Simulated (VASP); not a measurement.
# AlAs: relaxation of cell and atoms with PBEsol

AlAs:

```
CELL_PARAMETERS angstrom
0.00000 2.83040 2.83040
2.83040 0.00000 2.83040
2.83040 2.83040 0.00000
ATOMIC_POSITIONS crystal
Al 0.00000 0.00000 0.00000
As 0.25000 0.25000 0.25000
```

- Program: VASP 6.6.1
- Task: relaxation of cell and atoms
- Functional: PBEsol
- Potentials or basis: VASP PAW PBE potentials, release 64 (Al, As)
- Cutoff: 600 eV
- k mesh: 8 × 8 × 8
- Occupations: gaussian, width 0.03 eV
- Spin: no spin polarisation
- Further INCAR settings: ALGO = Normal; EDIFF = 1e-06; IBRION = 2; EDIFFG = -0.01; NSW = 90; ISIF = 3

The relaxed volume is 22.93 Å³/atom and the relaxed cell is a = 4.018 Å, b = 4.018 Å, c = 4.018 Å, α = 60.00°, β = 60.00°, γ = 60.00°. The space group after relaxing (to 0.05 Å) is F-43m (No. 216) and the energy gained by relaxing is 0.6 meV/atom. The ionic steps are 3 and the pressure after relaxing is 0.0 GPa. The band gap on the k mesh is 1.34 eV, indirect (least direct gap 1.89 eV).

The path:
| step | energy change (eV) | largest force (eV/Å) | pressure (GPa) | volume (Å³) |
| --- | --- | --- | --- | --- |
| 1 | 0.0000 | 0.0000 | 0.82 | 45.35 |
| 2 | -0.0010 | 0.0000 | -0.41 | 46.12 |
| 3 | -0.0013 | 0.0000 | 0.00 | 45.86 |

Final structure:
```
Al As
1.0
     0.00000    2.84088    2.84088
     2.84088    0.00000    2.84088
     2.84088    2.84088    0.00000
Al As
1 1
Cartesian
  0.0000 0.0000 0.0000
  1.4204 1.4204 1.4204
```

Levels at points of the mesh, in eV from the valence-band top:
| k point | band 1 | band 2 | band 3 | band 4 | band 5 | band 6 | band 7 | band 8 |
| --- | --- | --- | --- | --- | --- | --- | --- | --- |
| (0.00, 0.00, 0.00) | -11.83 | 0.00 | 0.00 | 0.00 | 1.89 | 4.24 | 4.24 | 4.24 |
| (0.50, 0.00, 0.00) | -10.42 | -5.55 | -0.82 | -0.82 | 2.04 | 4.62 | 4.62 | 7.56 |
| (0.50, 0.50, 0.00) | -9.88 | -5.40 | -2.16 | -2.16 | 1.34 | 2.22 | 10.20 | 10.20 |

It took 18 s on 1 thread of Intel(R) Xeon(R) Platinum 8259CL CPU @ 2.50GHz (Skylake/Cascade Lake) (shared host), peak memory 0.19 GiB.

Caveat: the PAW data sets were made with another functional, which shifts forces and pressure a little. A k mesh can miss the band edges.
